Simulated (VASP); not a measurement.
# A VASP 6.6.1 single-point calculation on InP

INCAR

```
EDIFF = 1E-7
LASPH = .TRUE.
GGA = PE
NSW = 0
PREC = Accurate
NBANDS = 16
LCHARG = .FALSE.
LREAL = .FALSE.
SIGMA = 0.02
NELM = 50
MAXMIX = 5
ENCUT = 520
ISMEAR = -1
IBRION = -1
MAGMOM = 1 1
LWAVE = .FALSE.
ISPIN = 2
ISIF = 2
```

KPOINTS

```
KPOINTS created by Atomic Simulation Environment
0
Gamma
8 8 8
0 0 0
```

POSCAR

```
In P
 1.0000000000000000
     0.0000000000000000    3.0424012639000000    3.0424012639000000
     3.0424012639000000    0.0000000000000000    3.0424012639000000
     3.0424012639000000    3.0424012639000000    0.0000000000000000
 In  P
   1   1
Cartesian
  0.0000000000000000  0.0000000000000000  0.0000000000000000
  1.5212006319500000  1.5212006319500000  1.5212006319500000
```

The recommended PBE PAW datasets give the neutral cell 18 valence electrons.

Command

```
mpirun -np 1 vasp_std
```

OSZICAR

```
N       E                     dE             d eps       ncg     rms          rms(c)
DAV:   1     0.111787439143E+03    0.11179E+03   -0.82267E+03  1864   0.122E+03
DAV:   2    -0.659562676332E+00   -0.11245E+03   -0.10773E+03  2024   0.293E+02
DAV:   3    -0.817977354043E+01   -0.75202E+01   -0.74807E+01  2448   0.744E+01
DAV:   4    -0.837990470637E+01   -0.20013E+00   -0.20007E+00  2304   0.135E+01
DAV:   5    -0.839018964851E+01   -0.10285E-01   -0.10285E-01  2840   0.256E+00    0.740E+00
DAV:   6    -0.836627724118E+01    0.23912E-01   -0.68663E-01  2848   0.114E+01    0.347E+00
DAV:   7    -0.836922186722E+01   -0.29446E-02   -0.14543E-01  2120   0.293E+00    0.191E+00
DAV:   8    -0.836945604385E+01   -0.23418E-03   -0.20345E-02  2072   0.101E+00    0.968E-01
DAV:   9    -0.836884196186E+01    0.61408E-03   -0.22273E-03  2288   0.415E-01    0.457E-01
DAV:  10    -0.836945805743E+01   -0.61610E-03   -0.90015E-04  2264   0.244E-01    0.115E-01
DAV:  11    -0.836962445175E+01   -0.16639E-03   -0.10430E-04  2360   0.106E-01    0.745E-02
DAV:  12    -0.836973242971E+01   -0.10798E-03   -0.53595E-05  2240   0.522E-02    0.483E-02
DAV:  13    -0.836978348656E+01   -0.51057E-04   -0.53590E-05  2272   0.407E-02    0.546E-03
DAV:  14    -0.836978728634E+01   -0.37998E-05   -0.39330E-06  2480   0.194E-02    0.318E-03
DAV:  15    -0.836978830513E+01   -0.10188E-05   -0.92598E-07  2288   0.788E-03    0.235E-03
DAV:  16    -0.836978842797E+01   -0.12284E-06   -0.72995E-08  2152   0.220E-03    0.140E-03
DAV:  17    -0.836978848610E+01   -0.58128E-07   -0.24879E-08  1728   0.128E-03
   1 F= -.83697885E+01 E0= -.83697519E+01  d E =-.732679E-04  mag=    -0.0000
```

It converged. Results: pressure -3.2 GPa; magnetic moment of the cell 0.00 μB.

For comparison, a separate PBE run of the intended cell, on usual settings and not on those above, gives a gap of 0.10 eV on its mesh and a pressure of -3.2 GPa.

The run above took about 58 s on one core of a shared host (Intel Xeon Platinum 8488C) and held 0.22 GiB at most.
